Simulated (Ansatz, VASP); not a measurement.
SiMo3 in VASP and in Ansatz

```
CELL_PARAMETERS angstrom
4.88900 0.00000 0.00000
0.00000 4.88900 0.00000
0.00000 0.00000 4.88900
ATOMIC_POSITIONS crystal
Si 0.00000 0.00000 0.00000
Si 0.50000 0.50000 0.50000
Mo 0.25000 0.00000 0.50000
Mo 0.50000 0.75000 0.00000
Mo 0.75000 0.00000 0.50000
Mo 0.50000 0.25000 0.00000
Mo 0.00000 0.50000 0.75000
Mo 0.00000 0.50000 0.25000
```

Alike in both runs: task single point; functional PBE; k mesh 4 × 4 × 4; occupations gaussian, width 0.1 eV; no spin polarisation.

```csv
,VASP,Ansatz
version,VASP 6.6.1,Ansatz 0.2.0
potentials or method,"VASP PAW PBE potentials, release 64 (Si, Mo_sv)","scalar-relativistic, plane waves, PAW"
plane-wave cutoff (eV),520,420
valence electrons in the cell,92,92
```

|  | VASP | Ansatz | Ansatz less VASP |
| --- | --- | --- | --- |
| gap on the k mesh at the Fermi level (eV) | none | none | - |
| pressure (GPa) | 4.1 | 3.6 | -0.49 |

A gap of «none» marks a metal or a gap that the smearing closes.
